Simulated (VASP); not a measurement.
FeS2 (Marcasite), 6 atoms in the cell. The structure is orthorhombic, space group Pnnm (No. 58). The conventional cell has a = 4.440 Å, b = 5.390 Å, c = 3.370 Å, α = 90.00°, β = 90.00°, γ = 90.00°. Fe (site symmetry 2/m) has 6 S at 2.21 to 2.24 Å as nearest neighbours. S (site symmetry m) is surrounded by 3 Fe at 2.21 to 2.24 Å and 1 S at 2.25 Å. 

- Program: VASP 6.6.1
- Task: relaxation of cell and atoms
- Functional: PBEsol
- Potentials or basis: VASP PAW PBE potentials, release 64 (Fe, S)
- Cutoff: 420 eV
- k mesh: 6 × 5 × 8
- Occupations: gaussian, width 0.02 eV
- Spin: no spin polarisation
- Further INCAR settings: ALGO = Normal; EDIFF = 1e-06; IBRION = 2; EDIFFG = -0.005; NSW = 40; ISIF = 3

Potentials or basis: VASP PAW PBE potentials, release 64 (Fe, S).

The run is started by

```console
$ cat potpaw_PBE.64/Fe/POTCAR potpaw_PBE.64/S/POTCAR > POTCAR
$ mpirun -np 1 vasp_std > vasp.out
```

Hardware: 1 thread of Intel(R) Xeon(R) 6975P-C (Granite Rapids), with other jobs on the host.

Task: How long does it take, and how much memory?

Result: Run time: 2.9 min on 1 thread of Intel(R) Xeon(R) 6975P-C (Granite Rapids), with other jobs on the host, peak memory 0.21 GiB. Counts: scf iterations 71, k points 60, ion steps 9.
